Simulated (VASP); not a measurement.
O, 2 atoms in the cell. Symmetry: R-3m, No. 166, trigonal system. The conventional cell has a = 2.500 Å, b = 2.500 Å, c = 12.138 Å, α = 90.00°, β = 90.00°, γ = 120.00°. Around O (site symmetry 3m) lie 1 O at 1.21 Å. The real solid is made of molecules; this cell is a model form.

* Program: VASP 6.6.1
* Task: single point
* Functional: PBE
* Dispersion: D3(BJ)
* Potentials or basis: VASP PAW PBE potentials, release 64 (O)
* Cutoff: 520 eV
* k mesh: 21 × 21 × 21
* Occupations: gaussian, width 0.1 eV
* Spin: no spin polarisation
* Dipole correction: no
* Further INCAR settings: ALGO = Fast; EDIFF = 1e-06; NBANDS = 13

Potentials or basis: VASP PAW PBE potentials, release 64 (O).

Run with:

```sh
$ cat potpaw_PBE.64/O/POTCAR > POTCAR
$ mpirun -np 1 vasp_std > vasp.out
```

Hardware: 1 thread of Intel(R) Xeon(R) 6975P-C (Granite Rapids), with other jobs on the host.

**Question.** How long does it take, and how much memory?

**Answer.** Wall time 2.2 min on 1 thread of Intel(R) Xeon(R) 6975P-C (Granite Rapids), on a shared host, peak memory 0.32 GiB. Counts: scf iterations 11, k points 891.
